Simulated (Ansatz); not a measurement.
Crystal: CuI (Marshite).

```
CELL_PARAMETERS angstrom
0.00000 3.03150 3.03150
3.03150 0.00000 3.03150
3.03150 3.03150 0.00000
ATOMIC_POSITIONS crystal
I 0.00000 0.00000 0.00000
Cu 0.75000 0.75000 0.75000
```

- Program: Ansatz 0.2.0
- Task: relaxation of cell and atoms
- Functional: RPBE
- Dispersion: D3(BJ)
- Potentials or basis: Ansatz PAW
- Cutoff: 420 eV (not typed: the program's choice for these potentials)
- k mesh: 8 × 8 × 8
- Occupations: fermi-dirac, width 0.05 eV
- Spin: no spin polarisation

At the start: volume 27.86 Å³/atom.

How do energy, volume and symmetry change on relaxing?

It ends after 5 steps and the volume is 23.64 Å³/atom (-15.1 %); space group F-43m (No. 216, to 0.05 Å).

Step by step:
| step | energy change (eV) | largest force (eV/Å) | volume (Å³) |
| --- | --- | --- | --- |
| 1 | 0.0000 | 0.0000 | 55.72 |
| 2 | -0.2167 | 0.0000 | 47.96 |
| 3 | -0.2187 | 0.0000 | 47.00 |
| 4 | -0.2189 | 0.0000 | 47.28 |
| 5 | -0.2156 | 0.0000 | 47.28 |

Final structure:
```cif
data_structure
_symmetry_space_group_name_H-M 'P 1'
_symmetry_Int_Tables_number 1
_cell_length_a 4.0588
_cell_length_b 4.0588
_cell_length_c 4.0588
_cell_angle_alpha 60.000
_cell_angle_beta 60.000
_cell_angle_gamma 60.000
_cell_volume 47.28
loop_
_atom_site_label
_atom_site_type_symbol
_atom_site_fract_x
_atom_site_fract_y
_atom_site_fract_z
_atom_site_occupancy
I1 I 0.00000 0.00000 0.00000 1
Cu1 Cu 0.75000 0.75000 0.75000 1
```

Caveat: the volume moved by over 15 % at a fixed basis, so the end points are rough; the plane-wave basis is chosen anew once the cell has moved, so the energies of steps on either side of that aren't comparable; the volume moved by -15 % from the deposited cell, more than functionals usually miss; the PAW data sets come from PBE, with cores solved anew for the run's functional, which leaves a small shift of forces and pressure.
